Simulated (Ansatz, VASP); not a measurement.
## Cu: VASP beside Ansatz

```xyz
1
Lattice="0.0000 1.8143 1.8143 1.8143 0.0000 1.8143 1.8143 1.8143 0.0000" Properties=species:S:1:pos:R:3 pbc="T T T"
Cu    0.0000    0.0000    0.0000
```

Alike in both runs: task single point; functional PBE; k mesh 20 × 20 × 20; occupations gaussian, width 0.15 eV; no spin polarisation.

|  | VASP | Ansatz |
| --- | --- | --- |
| version | VASP 6.6.1 | Ansatz 0.2.0 |
| potentials or method | VASP PAW PBE potentials, release 64 (Cu) | scalar-relativistic, plane waves, PAW |
| plane-wave cutoff (eV) | 520 | 520 |
| valence electrons in the cell | 11 | 19 |

```tsv
	VASP	Ansatz	Ansatz less VASP
gap on the k mesh at the Fermi level (eV)	none	none	-
pressure (GPa)	0.7	0.0	-0.69
```

A gap of «none» marks a metal or a gap that the smearing closes. With one functional, cell and mesh, what is left measures potentials, basis and numerics. The two sets of potentials don't hold the same shells in valence.
